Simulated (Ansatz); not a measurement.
# KZnF3 (Pm-3m) in Ansatz: band structure with PBEsol

Aim: the band structure of KZnF3 with PBEsol.

Program: Ansatz 0.2.0. These are calculated values, not measurements. Logs are shortened: lines on timing, memory, paths and dates and some standing lists are left out, and cuts for length are marked.

## (1) The crystal as given

It takes space group Pm-3m (No. 221, cubic). The conventional cell has a = 4.050 Å, b = 4.050 Å, c = 4.050 Å, α = 90.00°, β = 90.00°, γ = 90.00°. Zn (site symmetry m-3m) is surrounded by 6 F at 2.02 Å. Around K (site symmetry m-3m) lie 12 F at 2.86 Å. Around F (site symmetry 4/mmm) lie 2 Zn at 2.02 Å.

## (2) Band structure, PBEsol

input.yaml

```yaml
crystal:
  lattice:
    - [4.05, 0.0, 0.0]
    - [0.0, 4.05, 0.0]
    - [0.0, 0.0, 4.05]
  atoms:
    - { symbol: Zn, position: [0.5, 0.5, 0.5] }
    - { symbol: K, position: [0.0, 0.0, 0.0] }
    - { symbol: F, position: [0.5, 0.0, 0.5] }
    - { symbol: F, position: [0.0, 0.5, 0.5] }
    - { symbol: F, position: [0.5, 0.5, 0.0] }
hamiltonian:
  xc: pbesol
  pseudopotentials: { kind: paw }
kpoints:
  mp_grid: { grid: [7, 7, 7] }
  band_path:
    path:
      - [[0.0, 0.0, 0.0], [0.0, 0.5, 0.0], [0.5, 0.5, 0.0], [0.0, 0.0, 0.0], [0.5, 0.5, 0.5], [0.0, 0.5, 0.0]]
      - [[0.5, 0.5, 0.0], [0.5, 0.5, 0.5]]
    npoints: 14
scf:
  occupations: { method: fermi_dirac, width: 0.05 }
  n_extra_bands: 12
output:
  forces: true
  stress: true
  eigenvalues: true
  fatbands: true
```

Potentials or basis: Ansatz PAW.

Launch:

```sh
$ ansatz run input.yaml --threads 2 --pin off --max-ram 5632MiB --backend cpu --events-out ev --progress --plain --runs-dir out
```

Log:

```text
Warning: RAYON_NUM_THREADS=2 ignored (pool sized by the plan → 2); use --threads N
scf.n_extra_bands = 12 over 21 filled bands (N_el = 42.0): the run solves 33 bands
Engine: ansatz 0.2.0, aarch64-unknown-linux-gnu
Pseudopotentials: kind: paw
Pseudopotential: Zn, paw, valence charge 12, recommended cutoff 420 eV (normal), Zn.paw.azcp
Pseudopotential: K, paw, valence charge 9, recommended cutoff 420 eV (normal), K.paw.azcp
Pseudopotential: F, paw, valence charge 7, recommended cutoff 420 eV (normal), F.paw.azcp
Functional definition: PBEsol
  exchange = pbesol_x
  correlation = pbesol_c
Crystal: 5 atoms, lattice volume = 66.430 Å³
Basis set: ecut = 420 eV, 1309 PW (Γ), exchange–correlation on 60×60×60 points (8 copies of the dense FFT grid, shifted against one another)
Bands: 33, of which v1, the nominal top of the filled ones, is band 21 counted from 1 (20 counted from 0)
Symmetry: 48 space group operations
Space group: Pm-3m (ITA 221), of the structure as read, at distance tolerance 4.1e-5 Å
k-points: 20 of 343
Non-local potential: Zn, projectors of the file, l = 0: 2, l = 1: 2, l = 2: 3, l = 3: 1
Non-local potential: K, projectors of the file, l = 0: 3, l = 1: 2, l = 2: 2
Non-local potential: F, projectors of the file, l = 0: 2, l = 1: 2, l = 2: 1
PAW form: soft (Blöchl's): semilocal exchange-correlation on the pseudo side does not see the compensation charge
PAW frozen core: Zn, regenerated for the run's functional, and the local potential with it (the file was generated under x = pbe(κ = 0.804, μ = 0.2195149727645171), c = pbe(β = 0.06672455060314922))
PAW frozen core: K, regenerated for the run's functional, and the local potential with it (the file was generated under x = pbe(κ = 0.804, μ = 0.2195149727645171), c = pbe(β = 0.06672455060314922))
PAW frozen core: F, regenerated for the run's functional, and the local potential with it (the file was generated under x = pbe(κ = 0.804, μ = 0.2195149727645171), c = pbe(β = 0.06672455060314922))
PAW one-centre angular grid: Zn, 590 points (default); XC on 64 Gauss nodes
PAW one-centre angular grid: K, 110 points (default); XC on 64 Gauss nodes
PAW one-centre angular grid: F, 110 points (default); XC on 64 Gauss nodes
Initial density: superposition of atomic densities (neutral atoms: chi_scale 0, normalization atom), corrected by the library's trained network
Initial wavefunctions: pseudopotential atomic-orbital guess
Functional: x = pbesol(κ = 0.804, μ = 0.12345679012345678), c = pbesol(β = 0.046)
SCF iter   1: F=—  HF=-7202.679501 eV  |F-HF|=—  |Δ(HF+E_count)|=         —  Δρ=1.45e-2  dr2=8.77e-2  ethr=1.77e-3  ⟨swp⟩=5.6  Hψ=3291  notcnv=0  defer=27
preconditioner: auto → Resta (q_TF=auto, 2.528 Å⁻¹)  ε∞=3.3  [insulator: Δε(μ)=3.693 eV  Ē_g=19.498 eV  σ=0.050 eV  W_gap=1.00  n_scr=18 (ndim 8)  ℏωp=29.5 eV  f_vac=0.047  D(μ)=0.00/eV (n_scr^D=0)  ε∞_Penn≈3.3]
SCF iter   2: F=—  HF=-7202.652500 eV  |F-HF|=—  |Δ(HF+E_count)|=   2.70e-2  Δρ=2.54e-3  dr2=1.62e-3  ethr=2.09e-4  ⟨swp⟩=2.2  Hψ=1320  notcnv=0  defer=95
SCF iter   3: F=—  HF=-7202.652351 eV  |F-HF|=—  |Δ(HF+E_count)|=   1.49e-4  Δρ=1.04e-3  dr2=4.65e-4  ethr=3.86e-6  ⟨swp⟩=2.4  Hψ=928  notcnv=0  defer=95
SCF iter   4: F=—  HF=-7202.652426 eV  |F-HF|=—  |Δ(HF+E_count)|=   7.58e-5  Δρ=4.23e-4  dr2=6.84e-5  ethr=1.11e-6  ⟨swp⟩=2.8  Hψ=992  notcnv=0  defer=95
SCF iter   5: F=—  HF=-7202.652435 eV  |F-HF|=—  |Δ(HF+E_count)|=   8.13e-6  Δρ=9.72e-5  dr2=4.38e-6  ethr=1.63e-7  ⟨swp⟩=2.0  Hψ=829  notcnv=0  defer=95
SCF iter   6: F=—  HF=-7202.652441 eV  |F-HF|=—  |Δ(HF+E_count)|=   6.93e-6  Δρ=2.69e-5  dr2=5.40e-7  ethr=1.04e-8  ⟨swp⟩=2.0  Hψ=844  notcnv=0  defer=95
SCF iter   7: F=-7202.652442 eV  HF=-7202.652442 eV  |F-HF|=9.61e-9  |Δ(HF+E_count)|=   7.57e-7  Δρ=4.51e-6  dr2=1.67e-8  ethr=2.38e-10  ⟨swp⟩=8.8  Hψ=3369  notcnv=0
SCF 1 converged in 7 iterations: F = -7202.652442 eV  dr2 = 1.67e-8
NSCF: frozen V_eff on 86 k-points
SCF converged after 7 iterations
Free energy (F): -7202.652442 eV
Harris-Foulkes:  -7202.652442 eV  (|F-HF|=9.61e-9)
Internal energy: -7202.652442 eV  (E = F + TS)
E sigma→0 (E₀):  -7202.652442 eV
Fermi energy:    5.997958 eV
--- Per-component energies (eV) ---
  E_band       = -153.245813
  E_kinetic    = 1003.974744
  E_local      = -4050.807743  (includes V_loc(G=0)·N_el)
  E_nonlocal   = 860.757579
  E_hartree    = 1595.089505
  E_xc         = -503.810436
  E_vxc        = -519.038537  (∫ρ·V_xc dr)
  E_paw        = -3142.750177  (= ΣΔE_a)
  E_vpaw       = -638.318111  (= ΣTr[D̂ρ^β])
  E_aug_tail   = 0.005703  (compensation charges beyond the density's cutoff)
  E_ewald      = -2966.144187
  E_core_change = 1.032568  (= ΣΔE_core)
  E_smearing   = -0.000000  (= −TS)
  E_closure    = 0.000000  (closes the sum)
  Σ components = -7202.652442   (vs F -7202.652442, Δ=0.00e0)
--- Forces (eV/Å), atoms counted from 1 ---
  atom   1  Zn     0.00000000     0.00000000     0.00000000
  atom   2  K     -0.00000000    -0.00000000    -0.00000000
  atom   3  F      0.00000000    -0.00000000    -0.00000000
  atom   4  F      0.00000000     0.00000000    -0.00000000
  atom   5  F      0.00000000    -0.00000000    -0.00000000
  max |Σ_I F_I| component: 8.19e-29 eV/Å
--- Stress (GPa, compression-positive) ---
        0.140912       0.000000       0.000000
        0.000000       0.140912       0.000000
        0.000000       0.000000       0.140912
  P = ⅓ Tr σ = 0.1409 GPa (1.409 kbar)
--- Band table (eV; the first three rows and the last of 20) ---
  k-point 0: bands = ["-22.7565", "-17.3716", "-16.7275", "-16.7275", "-6.3164", "-6.3164", "-6.3164", "-0.0653", "-0.0653", "-0.0653", "0.6393", "0.6393", "0.6393", "0.9853", "0.9853", "2.0591", "2.0591", "2.0591", "2.2673", "2.2673", "2.2673", "7.8046", "12.7309", "12.7309", "13.3946", "15.0698", "15.0698", "15.0698", "18.0966", "18.0966", "18.0966", "23.2095", "23.2095"]
  k-point 1: bands = ["-22.7521", "-17.3471", "-16.7507", "-16.7262", "-6.3157", "-6.3074", "-6.3074", "-0.4690", "-0.0559", "-0.0559", "0.5704", "0.5704", "0.6401", "0.9854", "1.2218", "2.0166", "2.0857", "2.0857", "2.2442", "2.2781", "2.2781", "8.2110", "12.8890", "12.9007", "13.5943", "15.0802", "15.0802", "15.1252", "17.9317", "18.2481", "18.2481", "22.4824", "22.4824"]
  k-point 2: bands = ["-22.7422", "-17.2844", "-16.8103", "-16.7232", "-6.3140", "-6.2871", "-6.2871", "-1.0535", "-0.0202", "-0.0202", "0.4110", "0.4110", "0.6420", "0.9857", "1.3224", "1.9228", "2.1034", "2.1034", "2.3297", "2.3355", "2.3355", "9.2330", "12.9144", "13.2994", "14.3919", "15.0980", "15.0980", "15.2585", "17.5890", "18.6898", "18.6898", "21.3274", "21.3274"]
  k-point 19: bands = ["-22.7065", "-16.9112", "-16.8742", "-16.8742", "-6.4693", "-6.4693", "-6.4511", "-2.1155", "-1.1790", "-1.1790", "-0.2446", "-0.2135", "-0.2135", "2.1622", "2.1921", "2.1921", "2.5778", "2.5778", "2.6138", "3.9686", "3.9686", "12.2726", "12.6330", "12.6330", "14.4523", "15.9572", "16.1906", "16.1906", "17.3376", "17.6698", "17.6698", "18.4901", "18.4901"]
```

It took 5.7 s on 2 threads of Arm Neoverse V1, shared host; peak memory 0.36 GiB.

What came out:

```
Free energy             : -7202.6524 eV
Pressure                : 0.1 GPa
Band gap on the k mesh  : 3.83 eV, indirect (least direct gap 5.54 eV)
Band gap along the path : 3.71 eV, indirect (least direct gap 5.54 eV)
```

Levels at the corners of the path, in eV from the valence-band top:
| point | band 17 | band 18 | band 19 | band 20 | band 21 | band 22 | band 23 | band 24 | band 25 | band 26 |
| --- | --- | --- | --- | --- | --- | --- | --- | --- | --- | --- |
| Γ | -2.03 | -2.03 | -1.82 | -1.82 | -1.82 | 3.71 | 8.64 | 8.64 | 9.30 | 10.98 |
| X | -2.00 | -2.00 | -1.68 | -1.68 | -1.61 | 6.51 | 8.21 | 9.60 | 11.02 | 11.02 |
| M | -2.07 | -1.78 | -1.78 | -1.47 | 0.00 | 7.99 | 10.03 | 10.03 | 10.06 | 11.38 |
| Γ | -2.03 | -2.03 | -1.82 | -1.82 | -1.82 | 3.71 | 8.64 | 8.64 | 9.30 | 10.98 |
| R | -1.45 | -1.45 | -1.45 | 0.00 | 0.00 | 8.34 | 8.34 | 8.34 | 10.18 | 12.13 |
| X | -2.00 | -2.00 | -1.68 | -1.68 | -1.61 | 6.51 | 8.21 | 9.60 | 11.02 | 11.02 |
| M | -2.07 | -1.78 | -1.78 | -1.47 | 0.00 | 7.99 | 10.03 | 10.03 | 10.06 | 11.38 |
| R | -1.45 | -1.45 | -1.45 | 0.00 | 0.00 | 8.34 | 8.34 | 8.34 | 10.18 | 12.13 |

Caveat: the k mesh misses the band edges, so the gap on the mesh is wider than the one along the path; the pressure holds a Pulay correction of +0.7 GPa for the finite cutoff; the PAW data sets come from PBE, with cores solved anew for the run's functional, which leaves a small shift of forces and pressure. Expect the measured gap to be larger: semilocal functionals such as PBEsol lack the derivative discontinuity.
